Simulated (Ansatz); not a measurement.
Crystal: Cr.

```
Cr
1.0
     2.71400    0.00000    0.00000
    -1.35700    2.35039    0.00000
     0.00000    0.00000    4.41000
Cr
2
Cartesian
  1.3570 0.7835 3.3075
  0.0000 1.5669 1.1025
```

This isn't the form of Cr at room conditions, which is bcc.

Alike in all runs: program Ansatz 0.2.0; functional PBEsol; potentials or basis Ansatz PAW; cutoff 420 eV (not typed: the program's choice for these potentials); k mesh 11 × 11 × 6; occupations fermi-dirac, width 0.05 eV.

Starts and where they ended:

```csv
start,free energy over the lowest (meV/atom),net moment (μB),site or absolute moments (μB),gap
"collinear spin, ferrimagnetic start of up to 3 μB",0.0,1.64,Cr +0.75,none (metal or under the smearing width)
"collinear spin, random start of up to 2.22 μB",0.0,1.64,Cr +0.75,none (metal or under the smearing width)
no spin polarisation,7.6,-,-,none (metal or under the smearing width)
"collinear spin, ferromagnetic start of up to 4.5 μB",0.0,1.64,Cr +0.75,none (metal or under the smearing width)
"collinear spin, antiferromagnetic start of up to 3 μB",0.0,1.64,Cr +0.75,none (metal or under the smearing width)
"collinear spin, ferromagnetic start of up to 3 μB",0.0,1.64,Cr +0.75,none (metal or under the smearing width)
```

Allowing spin polarisation gains 8 meV/atom. A still lower state may exist.

Caveats: the cell is far from rest, so the order of the states can change on relaxing; the starting moments weren't kept (some runs).
